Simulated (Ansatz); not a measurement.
BN: pressure against volume per atom

All results are calculated (Ansatz 0.2.0). Periodic Kohn-Sham DFT of a crystal at fixed atoms; pressure and stress are positive in compression; the energy is the free energy less that of spherical unpolarised free atoms; site moments are those in the method's own spheres, positive along +z.

Cell of the first row (space group P6_3/mmc, No. 194):
```
CELL_PARAMETERS angstrom
2.45290 0.00000 0.00000
-1.22640 2.12430 0.00000
0.00000 0.00000 6.52520
ATOMIC_POSITIONS crystal
B 0.33333 0.66667 0.25000
B 0.66667 0.33333 0.75000
N 0.33333 0.66667 0.75000
N 0.66667 0.33333 0.25000
```

Settings of every row: method frozen-core PAW; functional PBE; relativity scalar; k mesh 11x11x4; filling fermi-dirac; smearing width 0.02 eV; wave cutoff 420 eV; paw set soft_2.

Atom start moment: 0 on all atoms.

Limits: a layered crystal: even scaling strains the bonds within the layers, so this curve is stiffer than the crystal under pressure.

```
row  volume per atom (Å³)  pressure (GPa)
  1                   8.5          20.409
  2                 8.681          14.183
  3                 8.862           8.509
  4                 8.952           5.857
  5                 9.043               ?
  6                 9.133           0.899
  7                 9.223          -1.416
  8                 9.404          -5.738
  9                 9.585          -9.688
```

Question: what pressure should row 5 give?

Worked fit of pressure. Take u = (V_r/V)^(2/3) − 1 with V_r = 9.0425 Å³ an atom, which is twice the finite (Eulerian) strain; such expansions in the strain, on which the Birch-Murnaghan equation of state is built, carry the rest volume and the bulk modulus. The shown rows have u = 0.04211, 0.02757, 0.01353, 0.00673, -0.00662, -0.01309, -0.02579, -0.0381. Least squares give pressure = 3.3218 + 372.004 × u + 801.45 × u² GPa; a straight line predicts inner rows, each left out in turn, worse (root mean square 0.41 against 0.0065 GPa). The rows lie off it by 0.001, -0.004, 0.007, -0.005, 0.005, -0.006, 0.001, 0.000 (root mean square 0.0044 GPa). The pressure vanishes at u = -0.0091, or V = 9.167 Å³ an atom, and there the bulk modulus at fixed shape and fractions is B = −V dP/dV = (2/3)(1 + u) dP/du = 236 GPa. Letting shape and atoms relax would as a rule lower it, by much in layered, chain or molecular crystals. The withheld row has u = -4e-05, so the fit gives 3.3218 + 372.004 × (-4e-05) + 801.45 × (-4e-05)² = 3.307 GPa.

The calculation gave 3.32 GPa. The fit lies 0.013 GPa (0.043 % of the column's range) below it; its largest miss of a shown row is 0.007 GPa.
